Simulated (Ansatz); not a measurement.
# Sb2S3 (stibnite): the cost of one run

Method: DFT PBE, scalar-relativistic, plane waves, PAW, in Ansatz 0.2.0.

## Step 1: The system as given

The structure is orthorhombic, space group Pnma (No. 62). Conventional cell: a = 10.551 Å, b = 3.767 Å, c = 10.508 Å, α = 90.00°, β = 90.00°, γ = 90.00°. Around Sb (site symmetry m) lie 6 S at 2.57 to 2.87 Å. Around Sb (site symmetry m) lie 5 S at 2.52 to 2.81 Å. S (site symmetry m) is surrounded by 3 Sb at 2.60 to 2.63 Å. Around S (site symmetry m) lie 5 Sb at 2.52 to 2.87 Å. S (site symmetry m) is surrounded by 3 Sb at 2.57 to 2.82 Å.

As a file:

```
Sb S
1.0
    10.55127    0.00000    0.00000
     0.00000    3.76748    0.00000
     0.00000    0.00000   10.50781
Sb S
8 12
Direct
  0.49389 0.25000 0.32615
  0.00611 0.75000 0.82615
  0.99389 0.25000 0.17385
  0.50611 0.75000 0.67385
  0.33465 0.75000 0.03478
  0.16535 0.25000 0.53478
  0.83465 0.75000 0.46522
  0.66535 0.25000 0.96522
  0.28147 0.25000 0.20126
  0.21853 0.75000 0.70126
  0.78147 0.25000 0.29874
  0.71853 0.75000 0.79874
  0.55450 0.75000 0.12896
  0.94550 0.25000 0.62896
  0.05450 0.75000 0.37104
  0.44550 0.25000 0.87104
  0.37415 0.75000 0.44066
  0.12585 0.25000 0.94066
  0.87415 0.75000 0.05934
  0.62585 0.25000 0.55934
```

It is the end of an earlier run, which began from a cell of the Crystallography Open Database.

## Step 2: Cell and atoms relaxed at 12 GPa

It takes the final geometry of an earlier run.

input.yaml

```yaml
crystal:
  lattice:
    - [10.5512667085, 0.0, 0.0]
    - [0.0, 3.7674780907, 0.0]
    - [0.0, 0.0, 10.5078100358]
  atoms:
    - { symbol: Sb, position: [0.4938875505, 0.25, 0.3261547633] }
    - { symbol: Sb, position: [0.0061124495, 0.75, 0.8261547633] }
    - { symbol: Sb, position: [0.9938875505, 0.25, 0.1738452367] }
    - { symbol: Sb, position: [0.5061124495, 0.75, 0.6738452367] }
    - { symbol: Sb, position: [0.3346536873, 0.75, 0.0347826756] }
    - { symbol: Sb, position: [0.1653463127, 0.25, 0.5347826756] }
    - { symbol: Sb, position: [0.8346536873, 0.75, 0.4652173244] }
    - { symbol: Sb, position: [0.6653463127, 0.25, 0.9652173244] }
    - { symbol: S, position: [0.2814684142, 0.25, 0.2012618489] }
    - { symbol: S, position: [0.2185315858, 0.75, 0.7012618489] }
    - { symbol: S, position: [0.7814684142, 0.25, 0.2987381511] }
    - { symbol: S, position: [0.7185315858, 0.75, 0.7987381511] }
    - { symbol: S, position: [0.5545026064, 0.75, 0.1289567072] }
    - { symbol: S, position: [0.9454973936, 0.25, 0.6289567072] }
    - { symbol: S, position: [0.0545026064, 0.75, 0.3710432928] }
    - { symbol: S, position: [0.4454973936, 0.25, 0.8710432928] }
    - { symbol: S, position: [0.3741531706, 0.75, 0.4406638545] }
    - { symbol: S, position: [0.1258468294, 0.25, 0.9406638545] }
    - { symbol: S, position: [0.8741531706, 0.75, 0.0593361455] }
    - { symbol: S, position: [0.6258468294, 0.25, 0.5593361455] }
scf:
  occupations: { method: fixed }
output:
  forces: true
  stress: true
  eigenvalues: true
hamiltonian:
  xc: pbe
basis:
  ecutwfc: 420
kpoints:
  mp_grid: { grid: [4, 8, 4] }
relax:
  f_tol: 0.003
  max_steps: 60
  cell: { stress_tol: 0.02, p_target: 12 }
```

On the command line:

```sh
ansatz run input.yaml --threads 8 --pin off --max-ram 24576MiB --backend cpu --events-out ev --progress --plain --runs-dir out
```

**Question.** How long does this run take on 8 threads of AMD EPYC 9R14 (Zen 4), shared host, and how much memory does it need?

About 94 s, with a peak of 3.2 GiB.
